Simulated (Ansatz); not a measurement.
# PbSe: single point from a Python script

What energy and properties does PbSe have at the given structure? Wanted for PbSe: a single point.

Program: Ansatz 0.2.0 through its Python package. Level of theory: DFT r2SCAN, plane waves, PAW. These are calculated values, not measurements.

### 1 Starting point

Symmetry: P1, No. 1, triclinic system. The conventional cell has a = 4.415 Å, b = 4.415 Å, c = 12.399 Å, α = 100.23°, β = 100.23°, γ = 90.13°. Pb (site symmetry 1) has 5 Se at 2.83 to 3.21 Å as nearest neighbours. Pb (site symmetry 1) is surrounded by 5 Se at 2.77 to 3.19 Å. Se (site symmetry 1) has 5 Pb at 2.77 to 3.21 Å as nearest neighbours. Se (site symmetry 1) has 5 Pb at 2.83 to 3.19 Å as nearest neighbours.

No structure file is read: the coordinates are typed or built in the script.

### 2 Script

scf_pbse.py reads:

```python
"""Self-consistent field of PbSe at the given structure with displaced atoms."""

import sys

import ansatz


def main() -> None:
    lattice = ansatz.Lattice.of(
        [4.41489, 0.0, 0.0],
        [-0.01031, 4.41488, 0.0],
        [-2.20229, -2.20744, 12.0008],
    )
    sites = [
        ("Pb", [0.80638, 0.80759, 0.61495]),
        ("Pb", [0.18422, 0.21356, 0.38159]),
        ("Se", [0.28162, 0.30023, 0.61238]),
        ("Se", [0.66555, 0.71661, 0.37976]),
    ]
    cell = ansatz.Crystal(lattice=lattice)
    for symbol, position in sites:
        cell = cell.atom(symbol, position)

    # functional, basis and sampling
    calc = (
        cell.calculation()
        .functional("r2scan")
        .basis(39 * ansatz.Ry)
        .kpoints(length=10)
        .occupations("fixed")
        .cutoff_correction(900)
        .band_table()
    )
    try:
        done = calc.run(threads=1)
    except ansatz.NonConvergedError as error:
        sys.exit(f"no convergence: {error}")
    except ansatz.RefusalError as error:
        sys.exit(f"input refused: {error}")
    report = done.report

    for key in ("converged", "n_iterations", "n_electrons", "n_kpoints", "n_pw", "n_symmetry_ops", "free_energy_ev", "fermi_energy_ev"):
        print(f"{key:18s} {report[key]}")

    # estimate of what a larger basis would gain, without a second SCF
    estimate = report.get("cutoff_correction")
    if estimate:
        print("towards {} eV the energy would change by {:.2f} meV/atom".format(estimate["reference_ecutwfc_ev"], 1000 * estimate["energy_ev"] / len(done.lattice.sites)))

    gap = None if "band_edges_ev" not in report else report["band_edges_ev"][1] - report["band_edges_ev"][0]
    print("gap on the k mesh:", "withheld (metal, or smearing too wide to tell)" if gap is None else f"{gap:.3f} eV")
    print("lowest empty less highest filled band, by band count:", round(report["gap_by_band_count_ev"], 3), "eV")


if __name__ == "__main__":
    main()
```

### 3 The run

Started as:

```
python scf_pbse.py
```

Standard output:

```text
converged          True
n_iterations       8
n_electrons        60.0
n_kpoints          4
n_pw               6489
n_symmetry_ops     1
free_energy_ev     -34799.39095713409
fermi_energy_ev    1.569864109232941
towards 900.0 eV the energy would change by -0.46 meV/atom
gap on the k mesh: 1.925 eV
lowest empty less highest filled band, by band count: 1.925 eV
```

Wall time 14 s (1 thread of Arm Neoverse V2, shared host); peak memory 0.86 GiB.

Lines on the test bed's own set-up are left out of the output.

### 4 The run's own record

From the engine's report, whether the script printed it or not:

| item | value |
| --- | --- |
| SCF cycles in all | 8 |
| k-points solved | 4 |
| plane waves | 6489 |
| bands | 36 |
| valence electrons | 60 |
| free energy (eV) | -34799.39096 |
| Fermi level (eV) | 1.570 |
| lowest empty less highest filled level on the mesh, by band count (eV) | 1.925 |

### 5 The command-line twin

Run from a file, the same calculation prints its log.

input.yaml reads:

```yaml
crystal:
  lattice:
    - [4.41489, 0.0, 0.0]
    - [-0.01031, 4.41488, 0.0]
    - [-2.20229, -2.20744, 12.0008]
  atoms:
    - { symbol: Pb, position: [0.80638, 0.80759, 0.61495] }
    - { symbol: Pb, position: [0.18422, 0.21356, 0.38159] }
    - { symbol: Se, position: [0.28162, 0.30023, 0.61238] }
    - { symbol: Se, position: [0.66555, 0.71661, 0.37976] }
basis:
  ecutwfc: 530.6220317968
kpoints:
  mp_grid: { grid: [2, 2, 1] }
hamiltonian:
  xc: r2scan
scf:
  occupations: { method: fixed }
output:
  cutoff_correction: 900.0
  eigenvalues: true
```

Started as:

```
ansatz run input.yaml --threads 1 --pin off --max-ram 3072MiB --backend cpu --events-out ev --progress --plain --runs-dir out
```

Standard output, shortened:

```text
Warning: RAYON_NUM_THREADS=1 ignored (pool sized by the plan → 1); use --threads N
[...]
Pseudopotentials: kind: paw
Pseudopotential: Pb, paw, valence charge 14, recommended cutoff 500 eV (meta_gga), Pb.paw.azcp
Pseudopotential: Se, paw, valence charge 16, recommended cutoff 500 eV (meta_gga), Se.paw.azcp
Functional definition: r2SCAN
[...]
Crystal: 4 atoms, lattice volume = 233.910 Å³
Basis set: ecut = 530.6220317968 eV, 6489 PW (Γ), exchange–correlation on 144×144×384 points (64 copies of the dense FFT grid, shifted against one another)
Bands: 36, of which v1, the nominal top of the filled ones, is band 30 counted from 1 (29 counted from 0)
Symmetry: 1 space group operations
Space group: P1 (ITA 1), of the structure as read, at distance tolerance 6.2e-5 Å
k-points: 4
[...]
SCF iter   1: F=—  HF=-34799.413285 eV  |F-HF|=—  |Δ(HF+E_count)|=         —  Δρ=6.55e-3  dr2=1.90e-1  dr2_τ=1.56e-2  ethr=1.77e-3  ⟨swp⟩=5.0  Hψ=534  notcnv=0  defer=16
[...]
SCF iter   8: F=-34799.390957 eV  HF=-34799.390957 eV  |F-HF|=1.32e-8  |Δ(HF+E_count)|=   1.05e-6  Δρ=3.03e-6  dr2=2.92e-8  dr2_τ=2.03e-9  ethr=1.67e-10  ⟨swp⟩=9.5  Hψ=549  notcnv=0
[...]
SCF converged after 8 iterations
Free energy (F): -34799.390957 eV
[...]
E sigma→0 (E₀):  -34799.390957 eV
Estimated correction to a cutoff of 900 eV: -0.001847 eV
Fermi energy:    1.569864 eV
[...]
--- Band table (eV) ---
[...]
```

Wall time 13 s (1 thread of Arm Neoverse V2, shared host); peak memory 0.79 GiB.

Script and command line differ by 0.000 meV in the energy.

### 6 What came out

```
       quantity                                value
    free energy  -34799.3910 eV (-8699.8477 eV/atom)
gap on the mesh                              1.93 eV
```

In words: On the mesh the gap is 1.93 eV; the true edges may lie between its points. Spin-orbit coupling is left out, which matters for the heavy elements here. Spin-orbit coupling, left out here, can change this gap by several tenths of an eV, and inverted bands can meet off the mesh. The cell holds layers, chains or clusters in vacuum, no bulk phase. Under fixed occupations the level called the Fermi level is the highest filled one on the SCF mesh; off the mesh a filled band can lie a little above it. Energy and stress may still move on a finer k-point mesh. An absolute Fermi energy rests on an arbitrary zero of the periodic potential and has no direct meaning. The cell is a database structure, distorted on purpose. Levels are Kohn-Sham eigenvalues on this mesh, without spin-orbit coupling. The atoms and cell were moved off the listed structure at random before the run. Whether this is the phase that is stable at ambient conditions was not tested.
